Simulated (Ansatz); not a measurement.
Runs of Ansatz 0.2.0 on Cr. Symmetry: P6_3/mmc, No. 194, hexagonal system. The conventional cell has a = 2.714 Å, b = 2.714 Å, c = 4.410 Å, α = 90.00°, β = 90.00°, γ = 120.00°. Cr (site symmetry -6m2) is surrounded by 12 Cr at 2.71 Å. This isn't the form of Cr at room conditions, which is bcc.

```tsv
task	level	k mesh	smearing	points for each segment of the path	gap on the mesh (eV)	pressure (GPa)	moment (μB)
band structure	PBEsol	11 × 11 × 6	fermi-dirac 0.05 eV	14	none	-32.1	1.64
band structure	revPBE	11 × 11 × 6	fermi-dirac 0.05 eV	14	none	-6.5	0.00
phonons	PBE	8 × 8 × 5	fermi-dirac 0.05 eV	-	none	-	(a)
band structure	LDA	11 × 11 × 6	fermi-dirac 0.05 eV	14	none	-38.3	1.11
band structure	RPBE	11 × 11 × 6	fermi-dirac 0.05 eV	14	none	(b)	0.00
single point	PBE	11 × 11 × 6	gaussian 0.028 eV	-	none	-25.6	1.74
band structure	PBE	11 × 11 × 6	fermi-dirac 0.05 eV	14	none	-25.5	1.72
single point	PBE	11 × 11 × 6	gaussian 0.011 eV	-	none	-25.6	1.75
single point	PBE	11 × 11 × 6	gaussian 0.012 eV	-	none	-25.6	1.75
single point	PBE	11 × 11 × 6	gaussian 0.027 eV	-	none	-25.6	1.74
```

Alike in all rows: potentials or basis Ansatz PAW; spin collinear, ferromagnetic start; cell as given; cutoff (eV) 420.

Problem. Fill in the values left out.

Solution. (a) 1.88; (b) -4.6.

Caveats: so large a pressure means that the cell lies far from this level's equilibrium, or that cutoff or potentials fall short (some runs); the PAW data sets come from PBE, with cores solved anew for the run's functional, which leaves a small shift of forces and pressure (some runs); a pressure of tens of GPa on the cell as given is suspect, and the run, the potentials or the cell itself is likely at fault (some runs); the starting moments weren't kept (some runs); some modes are imaginary (some runs).

A gap of «none» marks a metal or a gap under the smearing width.
